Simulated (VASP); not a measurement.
Write the native input for VASP 6.6.1 that does the following.

```
Task                   : band structure
Functional             : rSCAN
Potentials or basis    : VASP PAW PBE potentials, release 64 (Ni, Fe)
Cutoff                 : 520 eV
k mesh                 : 10 × 10 × 8
Occupations            : fermi-dirac, width 0.05 eV
Spin                   : collinear spin, ferromagnetic start
Starting moments       : [1.0, 3.0] μB
Further INCAR settings : ALGO = Normal; EDIFF = 1e-06
```

The structure of FeNi (Tetrataenite) lies in POSCAR:

```
FeNi
1.0
    2.5330000000      0.0000000000      0.0000000000
    0.0000000000      2.5330000000      0.0000000000
    0.0000000000      0.0000000000      3.5820000000
Ni Fe
1 1
Direct
    0.5000000000      0.5000000000      0.5000000000
    0.0000000000      0.0000000000      0.0000000000
```

The input as run:

INCAR

```
SYSTEM = FeNi
  PREC = Accurate
  ENCUT = 520
  EDIFF = 1E-6
  ISMEAR = -1
  SIGMA = 0.05
  LREAL = .False.
  LASPH = .True.
  NELM = 120
  ALGO = Normal
  ISIF = 2
  LWAVE = .False.
  LCHARG = .False.
  ISPIN = 2
  MAGMOM = 1 3
  LORBIT = 11
  LMAXMIX = 4
  METAGGA = RSCAN
  LMIXTAU = .True.
```

KPOINTS

```
regular mesh
0
Gamma
  10 10 8
  0 0 0
```

KPOINTS_OPT

```
path GXMGZRAZ,XR,MA
15
line-mode
reciprocal
 0.0000000000  0.0000000000  0.0000000000  G
 0.0000000000  0.5000000000  0.0000000000  X

 0.0000000000  0.5000000000  0.0000000000  X
 0.5000000000  0.5000000000  0.0000000000  M

 0.5000000000  0.5000000000  0.0000000000  M
 0.0000000000  0.0000000000  0.0000000000  G

 0.0000000000  0.0000000000  0.0000000000  G
 0.0000000000  0.0000000000  0.5000000000  Z

 0.0000000000  0.0000000000  0.5000000000  Z
 0.0000000000  0.5000000000  0.5000000000  R

 0.0000000000  0.5000000000  0.5000000000  R
 0.5000000000  0.5000000000  0.5000000000  A

 0.5000000000  0.5000000000  0.5000000000  A
 0.0000000000  0.0000000000  0.5000000000  Z

 0.0000000000  0.5000000000  0.0000000000  X
 0.0000000000  0.5000000000  0.5000000000  R

 0.5000000000  0.5000000000  0.0000000000  M
 0.5000000000  0.5000000000  0.5000000000  A
```

Potentials or basis: VASP PAW PBE potentials, release 64 (Ni, Fe).

Command:

```console
$ cat potpaw_PBE.64/Ni/POTCAR potpaw_PBE.64/Fe/POTCAR > POTCAR
$ mpirun -np 1 vasp_std > vasp.out
```

Results of the run:

| Item | Value |
| --- | --- |
| Pressure | -6.4 GPa |
| Band gap along the path | none (metal or under the smearing width) |
| Net moment | 3.51 μB per cell |
| Site moments | Ni +0.66; Fe +2.93 μB |
| Valence electrons inside the program's atomic spheres | Ni 9.38; Fe 7.11 |

Caveat: the PAW data sets were made with another functional, which shifts forces and pressure a little.

Wall time 4.7 min on 1 thread of AMD EPYC 9R45 96-Core Processor (Zen 5), with other jobs on the host, peak memory 0.2 GiB.
